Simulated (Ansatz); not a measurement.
**TiAl₃ (I4/mmm), one atom moved along a line**

Method: DFT PBE, scalar-relativistic, plane waves, PAW (Ansatz). Settings: plane waves to 420 eV, k-mesh 18×18×18 (Γ-centred), Gaussian smearing 0.15 eV. No spin polarisation. Energies are free energies at this smearing, counted from the undisturbed cell; pressure is positive in compression.

Reference structure (relaxed at this level):

```yaml
crystal:
  lattice:
    - [-1.92267, 1.92267, 4.31140]
    - [1.92267, -1.92267, 4.31140]
    - [1.92267, 1.92267, -4.31140]
  atoms:
    - { symbol: Ti, position: [0.00000, 0.00000, 0.00000] }
    - { symbol: Al, position: [0.50000, 0.50000, 0.00000] }
    - { symbol: Al, position: [0.75000, 0.25000, 0.50000] }
    - { symbol: Al, position: [0.25000, 0.75000, 0.50000] }
```

Atom 2 (Al) is moved by x along the Cartesian unit vector (0.000, 0.000, 1.000); the cell and all other atoms stay fixed. The cell is metallic on the mesh throughout.

```
  x (Å)  ΔE (meV/cell)
-0.2000           78.9
-0.1000           19.4
 0.0000            0.0
 0.1500           43.9
```

Question: Predict the force along x on the moved atoms (eV/Å) at each point.

Answer:
```tsv
x (Å)	force along x on the moved atoms (eV/Å)
-0.2000	0.81
-0.1000	0.39
0.0000	0.00
0.1500	-0.59
```